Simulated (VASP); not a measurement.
Set up this calculation in VASP 6.6.1, as the native input.

```yaml
Task: single point
Functional: r2SCAN
Potentials_or_basis: VASP PAW PBE potentials, release 64 (W_sv)
Cutoff: 520 eV
k_mesh: 18 × 18 × 18
Occupations: gaussian, width 0.1 eV
Spin: no spin polarisation
Further_INCAR_settings: ALGO = Normal; EDIFF = 1e-06; NBANDS = 13
```

The structure of W lies in POSCAR:

```
W
1.0
    0.0000000000      2.0006300000      2.0006300000
    2.0006300000      0.0000000000      2.0006300000
    2.0006300000      2.0006300000      0.0000000000
W
1
Direct
    0.0000000000      0.0000000000      0.0000000000
```

This isn't the form of W at room conditions, which is bcc.

One way to write it, as run:

INCAR

```
  PREC = Accurate
  ENCUT = 520
  EDIFF = 1E-6
  ISMEAR = 0
  SIGMA = 0.1
  LREAL = F
  LASPH = T
  NELM = 60
  ALGO = Normal
  ISIF = 2
  LWAVE = F
  LCHARG = F
  METAGGA = R2SCAN
  LMIXTAU = T
  NBANDS = 13
```

KPOINTS

```
regular mesh
0
Gamma
  18 18 18
```

Potentials or basis: VASP PAW PBE potentials, release 64 (W_sv).

Command:

```console
$ cat potpaw_PBE.64/W_sv/POTCAR > POTCAR
$ mpirun -np 1 vasp_std > vasp.out
```

It gave:

- Pressure: 4.9 GPa
- Band gap on the k mesh: none (metal or under the smearing width)

Caveat: the PAW data sets were made with another functional, which shifts forces and pressure a little.

Run time: 2.9 min on 1 thread of Intel(R) Xeon(R) Platinum 8375C CPU @ 2.90GHz (Ice Lake) (shared host), peak memory 0.17 GiB.
